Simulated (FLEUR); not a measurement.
Runs of FLEUR MaX-R8.1 (later development tree) on KBr. Symmetry: Fm-3m, No. 225, cubic system. The conventional cell has a = 6.600 Å, b = 6.600 Å, c = 6.600 Å, α = 90.00°, β = 90.00°, γ = 90.00°. Around Br (site symmetry m-3m) lie 6 K at 3.30 Å. K (site symmetry m-3m) has 6 Br at 3.30 Å as nearest neighbours. 

```tsv
task	level	max iterations	mixing factor	mixer	mixer history	density convergence	gap on the mesh (eV)	V0 of scaled cells (Å³/atom)	B0 (GPa)
band structure	PBEsol	60	0.05	Anderson	15	1e-05 me/bohr^3	4.28	-	-
equation of state	PBEsol	-	-	-	-	-	-	35.13	15
equation of state	Wu-Cohen GGA	-	-	-	-	-	-	(b)	14
band structure	Wu-Cohen GGA	60	0.05	Anderson	15	1e-05 me/bohr^3	(a)	-	-
```

Alike in all rows: potentials or basis all-electron, FLAPW; no spin polarisation; cell as given; k mesh 7 × 7 × 7; smearing fermi-dirac 0.05 eV; kmax 4.1 1/bohr.

Q: Fill in the values left out.

A: (a) 4.34; (b) 35.48.

A k mesh can miss the band edges, and the runs leave out spin-orbit coupling on Br.
